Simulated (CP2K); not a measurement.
Write the native input for CP2K 2026.2 that does the following.

```
Task                                : single point
Functional                          : PBEsol
Potentials or basis                 : POTENTIAL_UZH Ir GTH-PBE-q17; TZVP-MOLOPT-PBE-GTH basis
Density cutoff                      : 6123 eV
k mesh                              : 12 × 12 × 12
Occupations                         : fermi-dirac, width 0.05 eV
Spin                                : no spin polarisation
SCF solver                          : diagonalisation with k points
Quickstep method                    : GPW
EPS_DEFAULT                         : 1.0E-10
EPS_SCF                             : 1.0E-6
MAX_SCF                             : 100
SCF_GUESS                           : ATOMIC
k points reduced by the point group : yes
Mesh centred on Gamma               : yes
CHOLESKY                            : OFF
EPS_EIGVAL                          : 1.0E-7
MIXING METHOD                       : BROYDEN_MIXING
MIXING ALPHA                        : 0.4
NBUFFER                             : 8
NGRIDS                              : 5
Basis sets                          : Ir TZVP-MOLOPT-PBE-GTH-q17
Potentials                          : Ir GTH-PBE-q17 of POTENTIAL_UZH
ADDED_MOS                           : [11]
REL_CUTOFF (Ry)                     : 60 Ry
MIXING BETA (1/bohr)                : 1.5 1/bohr
CUTOFF of the grids                 : 450 Ry
```

Crystal: Ir.

```
Ir
1.0
     2.70907    0.00000    0.00000
     1.35453    2.34612    0.00000
     1.35453    0.78204    2.21194
Ir
1
Direct
  0.00000 0.00000 0.00000
```

These files were run (other wordings do the same):

ir_scf.inp

```
&GLOBAL
  PROJECT ir_scf
  RUN_TYPE ENERGY_FORCE
  PRINT_LEVEL LOW
&END GLOBAL
&FORCE_EVAL
  METHOD QS
  STRESS_TENSOR ANALYTICAL
  &DFT
    BASIS_SET_FILE_NAME BASIS_MOLOPT_UZH
    POTENTIAL_FILE_NAME POTENTIAL_UZH
    &MGRID
      CUTOFF 450
      REL_CUTOFF 60
      NGRIDS 5
    &END MGRID
    &QS
      METHOD GPW
      EPS_DEFAULT 1.0E-10
    &END QS
    &KPOINTS
      SCHEME MONKHORST-PACK 12 12 12
      GAMMA_CENTERED T
      SYMMETRY T
      SYMMETRY_BACKEND SPGLIB
    &END KPOINTS
    &SCF
      SCF_GUESS ATOMIC
      EPS_SCF 1.0E-6
      MAX_SCF 100
      ADDED_MOS 11
      CHOLESKY OFF
      EPS_EIGVAL 1.0E-7
      &DIAGONALIZATION ON
        ALGORITHM STANDARD
      &END DIAGONALIZATION
      &MIXING ON
        METHOD BROYDEN_MIXING
        ALPHA 0.4
        BETA 1.5
        NBUFFER 8
      &END MIXING
      &SMEAR ON
        METHOD FERMI_DIRAC
        ELECTRONIC_TEMPERATURE 580.23
      &END SMEAR
    &END SCF
    &XC
      &XC_FUNCTIONAL
        &GGA_X_PBE_SOL
        &END GGA_X_PBE_SOL
        &GGA_C_PBE_SOL
        &END GGA_C_PBE_SOL
      &END XC_FUNCTIONAL
    &END XC
    &PRINT
      &KPOINTS ON
      &END KPOINTS
      &MULLIKEN ON
      &END MULLIKEN
      &MO ON
        ENERGIES T
        OCCUPATION_NUMBERS T
        &EACH
          QS_SCF 0
        &END EACH
        ADD_LAST NUMERIC
      &END MO
      &LOWDIN ON
      &END LOWDIN
      &HIRSHFELD ON
        SHAPE_FUNCTION DENSITY
      &END HIRSHFELD
    &END PRINT
  &END DFT
  &SUBSYS
    &CELL
      A 2.7090675001 0.0000000000 0.0000000000
      B 1.3545337500 2.3461212756 0.0000000000
      C 1.3545337500 0.7820404252 2.2119443513
      PERIODIC XYZ
    &END CELL
    &COORD
      SCALED
      Ir  0.0000000000 0.0000000000 0.0000000000
    &END COORD
    &KIND Ir
      BASIS_SET TZVP-MOLOPT-PBE-GTH-q17
      POTENTIAL GTH-PBE-q17
    &END KIND
    &PRINT
      &ATOMIC_COORDINATES ON
      &END ATOMIC_COORDINATES
      &CELL ON
      &END CELL
    &END PRINT
  &END SUBSYS
  &PRINT
    &FORCES ON
    &END FORCES
    &STRESS_TENSOR ON
    &END STRESS_TENSOR
  &END PRINT
&END FORCE_EVAL
```

Potentials or basis: POTENTIAL_UZH Ir GTH-PBE-q17; TZVP-MOLOPT-PBE-GTH basis.

Run with:

```console
$ OMP_NUM_THREADS=1 cp2k.psmp -i ir_scf.inp -o ir_scf.out
```

It gave:

The pressure is -1.7 GPa and the band gap on the k mesh is none (metal or under the smearing width).

Caveat: the potentials were made for another functional, which shifts forces and pressure; the basis of atomic orbitals isn't converged, which shifts pressures, moduli and gaps.

It took 2.1 min on 1 thread of Arm Neoverse V2, with other jobs on the host, peak memory 0.29 GiB.
